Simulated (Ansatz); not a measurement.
Runs of Ansatz 0.2.0 on MgO. Symmetry: P-6m2, No. 187, hexagonal system. Conventional cell: a = 2.938 Å, b = 2.938 Å, c = 2.680 Å, α = 90.00°, β = 90.00°, γ = 120.00°. Mg (site symmetry -6m2) has 6 O at 2.16 Å as nearest neighbours. O (site symmetry -6m2) has 6 Mg at 2.16 Å as nearest neighbours. Measurements of this composition are mostly on another form, of space group No. 225.

```csv
task,level,potentials or basis,k mesh,cutoff (eV),smearing,phonons,basis error allowed,gap on the mesh (eV),pressure (GPa)
phonons,PBEsol,all-electron PAW datasets made for the crystal,10 × 10 × 10,340,fermi-dirac 0.05 eV,method dfpt,-,(a),-
phonons,PBE,"all-electron LAPW, scalar-relativistic",10 × 10 × 10,290,fermi-dirac 0.05 eV,-,0.002 eV/atom,3.02,-
single point,PBE,"all-electron LAPW, scalar-relativistic",6 × 6 × 6,271,fermi-dirac 0.04 eV,-,0.002 eV/atom,3.01,0.0
single point,PBE,"all-electron LAPW, scalar-relativistic",10 × 10 × 10,295,fermi-dirac 0.05 eV,-,0.001 eV/atom,3.02,0.0
```

Alike in all rows: no spin polarisation; cell as given.

Task: Estimate the missing entries.

Result: (a) 2.93.

Caveats: the program warned that the printed levels may be off, so bands, gaps and densities of states are rough (some runs).

A k mesh can miss the band edges.

The runs don't all hold the same shells in valence.
